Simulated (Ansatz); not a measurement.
In2P: from a trial structure to a relaxed crystal

Method: Ansatz, DFT PBE, scalar-relativistic, plane waves, PAW. Cutoff 420 eV, Γ-centred k mesh, Gaussian smearing, no spin polarisation in the final step.

The start puts In2P on the anti-quartz structure type (P3_121, No. 152), with P in place of Si, In in place of O, at a guessed volume.

```yaml
crystal:
  lattice:
    - [6.36412, 0.00000, 0.00000]
    - [-3.18206, 5.51149, 0.00000]
    - [0.00000, 0.00000, 7.00144]
  atoms:
    - { symbol: In, position: [0.41500, 0.27200, 0.21300] }
    - { symbol: In, position: [0.72800, 0.14300, 0.54633] }
    - { symbol: In, position: [0.85700, 0.58500, 0.87967] }
    - { symbol: In, position: [0.27200, 0.41500, 0.78700] }
    - { symbol: In, position: [0.14300, 0.72800, 0.45367] }
    - { symbol: In, position: [0.58500, 0.85700, 0.12033] }
    - { symbol: P, position: [0.46500, 0.00000, 0.33333] }
    - { symbol: P, position: [0.00000, 0.46500, 0.66667] }
    - { symbol: P, position: [0.53500, 0.53500, 0.00000] }
```

Cell and atoms relax at zero pressure; the relaxation can't lower the symmetry of the start. After a coarse first stage the cell is made exact in the group found at 0.06 Å.

Energies over the elements count from the elements' standard structures at the same level, with no empirical corrections.

Problem. What does it relax into?

Solution. It keeps P3_121 (No. 152), but not the shape of the type it started on. Conventional cell: a = 7.077 Å, c = 6.963 Å. In is coordinated by 2 P at 2.57–2.61 Å, 1 In at 2.84 Å and 1 In at 3.25 Å; P is coordinated by 4 In at 2.57–2.61 Å.

Space group P3_121 (No. 152). a = 7.077 Å, b = 7.077 Å, c = 6.963 Å, α = 90.00°, β = 90.00°, γ = 120.00°
| atom | site | symmetry | x | y | z |
| --- | --- | --- | --- | --- | --- |
| In | 6c | 1 | 0.3603 | 0.2640 | 0.3145 |
| P | 3a | .2. | 0.5174 | 0.0000 | 0.3333 |

Problem. What are its volume, energy, density and gap?

Solution. The volume per atom is 33.55 Å³. The density is 4.30 g/cm³ and the energy over the elements is 0.20 eV/atom. The gap on the 6×6×6 mesh is 0 eV (a metal).

The final run used a 6×6×6 mesh on its 9-atom cell and 0.10 eV smearing. For metals, differences of a few meV/atom aren't resolved. Symmetry constrained the relaxation, so the result can be a saddle point.

Cost: 3 runs of about 5.1 core-minutes in all, on Intel Xeon 6975P-C (Granite Rapids) (shared hosts).